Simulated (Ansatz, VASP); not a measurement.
**AlN in two plane-wave programs**

Aim: how closely do two programs agree when they are given the same cell, functional and k mesh? The cell is taken from a series of VASP runs on this material, whose earlier steps may have relaxed, scaled or displaced it; both programs get it as it stands.

Calculated with Ansatz 0.2.0; plane waves, with VASP 6.6.1 beside it; zone-centre phonons at LDA.

### Step 1. The structure

Symmetry: P6_3mc, No. 186, hexagonal system. The conventional cell has a = 3.030 Å, b = 3.030 Å, c = 5.006 Å, α = 90.00°, β = 90.00°, γ = 120.00°. Al has 4 N at 1.86 to 1.88 Å nearest. Nearest to N lie 4 Al at 1.86 to 1.88 Å. Farther neighbours and most contacts between anions are not listed.

### Step 2. Ansatz: zone-centre phonons, LDA

Ansatz runs on its default PAW (the set named soft_2) files.

Second derivatives magnify differences that forces hide, and they need a tight electronic threshold.

File input.yaml:

```yaml
crystal:
  lattice:
    - [3.0298633997, 0.0, 0.0]
    - [-1.5149316998, 2.6239386751, 0.0]
    - [0.0, 0.0, 5.0057229204]
  atoms:
    - { symbol: Al, position: [0.33333333, 0.66666667, 0.0029903499] }
    - { symbol: Al, position: [0.66666667, 0.33333333, 0.5029903499] }
    - { symbol: "N", position: [0.33333333, 0.66666667, 0.3790096501] }
    - { symbol: "N", position: [0.66666667, 0.33333333, 0.8790096501] }
hamiltonian:
  xc: lda
  pseudopotentials: { kind: paw }
kpoints:
  mp_grid: { grid: [14, 14, 8] }
scf:
  occupations: { method: fixed }
phonons:
  method: dfpt
  qpoints: [[0, 0, 0]]
  dielectric: true
  rigid_motions: translations
```

Launch:

```console
$ ansatz run input.yaml --threads 4 --pin off --max-ram 9216MiB --backend cpu --events-out ev --progress --plain --runs-dir out
```

Numbers of over 12 decimals in the logs are rounded to 6 here.

Output:

```text
Engine: ansatz 0.2.0, aarch64-unknown-linux-gnu
Pseudopotentials: kind: paw
Pseudopotential: Al, paw, valence charge 3, recommended cutoff 420 eV (normal), Al.paw.azcp
Pseudopotential: N, paw, valence charge 5, recommended cutoff 420 eV (normal), N.paw.azcp
Functional definition: SPW92
  exchange = slater_x
  correlation = pw_c
Crystal: 4 atoms, lattice volume = 39.796 Å³
Basis set: ecut = 420 eV, 761 PW (Γ), exchange–correlation on 48×48×72 points (8 copies of the dense FFT grid, shifted against one another)
Bands: 12, of which v1, the nominal top of the filled ones, is band 8 counted from 1 (7 counted from 0)
Symmetry: 12 space group operations
k-points: 429 of 1568 (irreducible under 2 space group operations, time reversal used)
Non-local potential: Al, projectors of the file, l = 0: 2, l = 1: 2, l = 2: 1
Non-local potential: N, projectors of the file, l = 0: 2, l = 1: 2, l = 2: 1
PAW form: soft (Blöchl's): semilocal exchange-correlation on the pseudo side does not see the compensation charge
PAW frozen core: Al, regenerated for the run's functional, and the local potential with it (the file was generated under x = pbe(κ = 0.804, μ = 0.219515), c = pbe(β = 0.066725))
PAW frozen core: N, regenerated for the run's functional, and the local potential with it (the file was generated under x = pbe(κ = 0.804, μ = 0.219515), c = pbe(β = 0.066725))
PAW one-centre angular grid: Al, 110 points (default); XC on 64 Gauss nodes
PAW one-centre angular grid: N, 110 points (default); XC on 64 Gauss nodes
Initial density: superposition of atomic densities (neutral atoms: chi_scale 0, normalization atom), corrected by the library's trained network
Initial wavefunctions: pseudopotential atomic-orbital guess
Functional: x = slater, c = lda
SCF iter   1: F=—  HF=-1779.681518 eV  |F-HF|=—  |Δ(HF+E_count)|=         —  Δρ=9.66e-3  dr2=4.16e-2  ethr=1.77e-3  ⟨swp⟩=5.0  Hψ=28894  notcnv=0  defer=839
preconditioner: auto → none  [insulator: Δε(μ)=4.664 eV  Ē_g=13.266 eV  n_scr=2 (ndim 8)  ℏωp=23.5 eV  f_vac=0.000  ε∞_Penn≈4.1]
SCF iter   2: F=—  HF=-1779.670279 eV  |F-HF|=—  |Δ(HF+E_count)|=   1.12e-2  Δρ=4.98e-3  dr2=5.36e-3  ethr=2.60e-4  ⟨swp⟩=2.7  Hψ=12337  notcnv=0  defer=858
SCF iter   3: F=—  HF=-1779.668496 eV  |F-HF|=—  |Δ(HF+E_count)|=   1.78e-3  Δρ=1.52e-3  dr2=3.92e-4  ethr=3.35e-5  ⟨swp⟩=2.0  Hψ=8648  notcnv=0  defer=858
SCF iter   4: F=—  HF=-1779.668305 eV  |F-HF|=—  |Δ(HF+E_count)|=   1.91e-4  Δρ=1.36e-4  dr2=2.70e-6  ethr=2.45e-6  ⟨swp⟩=2.5  Hψ=8736  notcnv=0  defer=858
SCF iter   5: F=—  HF=-1779.668303 eV  |F-HF|=—  |Δ(HF+E_count)|=   1.83e-6  Δρ=6.87e-6  dr2=7.66e-9  ethr=1.69e-8  ⟨swp⟩=2.2  Hψ=8590  notcnv=0  defer=30
SCF iter   6: F=—  HF=-1779.668303 eV  |F-HF|=—  |Δ(HF+E_count)|=   3.53e-7  Δρ=9.71e-7  dr2=1.64e-10  ethr=4.79e-11  ⟨swp⟩=2.0  Hψ=8421  notcnv=0  defer=12
SCF iter   7: F=-1779.668303 eV  HF=-1779.668303 eV  |F-HF|=4.09e-12  |Δ(HF+E_count)|=  5.00e-12  Δρ=1.56e-7  dr2=6.77e-12  ethr=1.00e-12  ⟨swp⟩=6.0  Hψ=27743  notcnv=0
SCF 1 converged in 7 iterations: F = -1779.668303 eV  dr2 = 6.77e-12
  greatest PAW one-centre occupation: 0.784 electrons in one spin orbital (limit 2), on the N atom at site 3 (counted from 0), in its partial waves of l = 0
NSCF: frozen V_eff on 2 k-points
DFPT response loops at Γ: preconditioner auto → none (the input reference at scf.mixing.eps_inf says where Resta's filter doesn't serve); β = 0.50; Broyden in place of MSR1
SCF converged after 7 iterations
Free energy (F): -1779.668303 eV
Harris-Foulkes:  -1779.668303 eV  (|F-HF|=4.09e-12)
Internal energy: -1779.668303 eV  (E = F + TS)
E sigma→0 (E₀):  -1779.668303 eV
Fermi energy:    7.242510 eV
--- Per-component energies (eV) ---
  E_band       = 33.163668
  E_kinetic    = 321.902074
  E_local      = -440.245871  (includes V_loc(G=0)·N_el)
  E_nonlocal   = 115.916801
  E_hartree    = 151.109031
  E_xc         = -202.376020
  E_vxc        = -216.644571  (∫ρ·V_xc dr)
  E_paw        = -1124.654087  (= ΣΔE_a)
  E_vpaw       = -49.983016  (= ΣTr[D̂ρ^β])
  E_aug_tail   = 0.000180  (compensation charges beyond the density's cutoff)
  E_ewald      = -601.591932
  E_core_change = 0.271521  (= ΣΔE_core)
  E_smearing   = -0.000000  (= −TS)
  E_closure    = -0.000000  (closes the sum)
  Σ components = -1779.668303   (vs F -1779.668303, Δ=0.00e0)
--- Band table (eV; the first three rows and the last of 429) ---
  k-point 0: bands = [... 4 lower, 6.6659, 7.1702, 7.2425, 7.2425, 11.9806, 14.6538, 18.0210, 19.0049]
  k-point 1: bands = [... 4 lower, 6.6865, 6.8195, 7.2192, 7.2192, 12.2693, 14.6867, 17.9231, 18.9853]
  k-point 2: bands = [... 4 lower, 6.7463, 6.7463, 7.1536, 7.1536, 12.9351, 14.7406, 17.7077, 18.9812]
  k-point 428: bands = [... 4 lower, 4.0709, 4.3994, 5.4355, 6.0295, 12.9759, 15.1042, 16.3087, 17.4293]
--- Phonons (Γ-DFPT): 4 representative perturbations + reference, on 429 of 1568 k-points (Σ response iterations 12) ---
  k mesh reduced under 2 symmetry operations, with k and −k counted as one. Each operation leaves every solved perturbation unchanged. A smaller set is not considered because the run solves the response to a homogeneous field
  ASR residual: 8.615e-5 → 0.000e0 eV/Å²; symmetrization residual: 4.544e-6 eV/Å²
  ASR residual per site (eV/Å²): 2.97e-5 2.97e-5 8.62e-5 8.62e-5
  Γ frequencies (cm⁻¹): 0.00 0.00 0.00 230.58 230.58 573.30 647.39 694.61 694.61 705.82 705.82 744.71
  ε∞ (high-frequency dielectric tensor):
        4.355168    -0.000000     0.000000
       -0.000000     4.355168    -0.000000
        0.000000    -0.000000     4.622780
  ε⁰ (static dielectric tensor: ions relaxed, cell fixed):
        7.775985    -0.000000     0.000000
       -0.000000     7.775985    -0.000000
        0.000000    -0.000000     9.173428
  ε⁰ − ε∞ (ionic part):
        3.420818    -0.000000     0.000000
       -0.000000     3.420818    -0.000000
        0.000000    -0.000000     4.550648
  softest optical mode at Γ: 230.58 cm⁻¹; the repairs (sum rule, projections) moved no ω² at Γ by more than (1.65 cm⁻¹)²
  Born effective charges Z* (e; rows j = field, columns β = displacement):
    site 0:
         2.52073   -0.00000    0.00000
        -0.00000    2.52073   -0.00000
         0.00000    0.00000    2.66671
    site 1:
         2.52073   -0.00000    0.00000
        -0.00000    2.52073    0.00000
         0.00000   -0.00000    2.66671
    site 2:
        -2.52073    0.00000   -0.00000
         0.00000   -2.52073   -0.00000
        -0.00000    0.00000   -2.66671
    site 3:
        -2.52073    0.00000   -0.00000
         0.00000   -2.52073    0.00000
        -0.00000   -0.00000   -2.66671
  Z* charge neutrality: 1.249e-5 e pre-enforcement
  k-mesh period / interband length: 40.0 Å / 1.70 Å = 23.52 at k = (0.0000, 0.0000, 0.0000), direct gap 4.738 eV — 14 or more, which is no proof of convergence
  optical modes at Γ without the LO–TO term, one row a degenerate level:
      ω (cm⁻¹)  modes    IR ((D/Å)²/amu)
        230.58      2             0.0000
        573.30      1             0.0000
        647.39      1            35.5872
[...]
optical modes at Γ + LO–TO along q̂ = [1.0000, 0.0000, 0.0000]:
      ω (cm⁻¹)  modes    IR ((D/Å)²/amu)
[...]
optical modes at Γ + LO–TO along q̂ = [0.0000, 1.0000, 0.0000]:
      ω (cm⁻¹)  modes    IR ((D/Å)²/amu)
[...]
744.71      1             0.0000
        943.12      1            31.7977
  optical modes at Γ + LO–TO along q̂ = [0.0000, 0.0000, 1.0000]:
      ω (cm⁻¹)  modes    IR ((D/Å)²/amu)
        230.58      2             0.0000
        573.30      1             0.0000
        694.61      2             0.0000
        705.82      2            63.5955
        744.71      1             0.0000
        911.97      1            35.5872
--- Phonons (arbitrary-q DFPT): 1 explicit q-point ---
  q = [0, 0, 0] (of the zone-centre solve; hermiticity 1.98e-7, symmetrization 1.11e-7): -0.00 0.00 0.00 230.58 230.58 573.30 647.39 694.61 694.61 705.82 705.82 744.71
  sum rule: each row above includes the acoustic sum rule's correction from the zone centre's row sums; it moved no ω² by more than (1.29 cm⁻¹)²
```

It took 42 s on 4 threads of Arm Neoverse V1, shared host; peak memory 1 GiB.

[end of part 1 of 3]

[Lines on the potential files, build, host, timing and source positions are cut from VASP's logs without a mark.]

[Logs are printed without paths, hosts, clocks, repeated set-up lines and the standing remarks that a program may print on its own settings, such as how far it seeks lower states.]

[Hosts, paths, dates, database ids (printed as entryN), source tags and the programs' standing remarks are cut or masked in the printed files.]
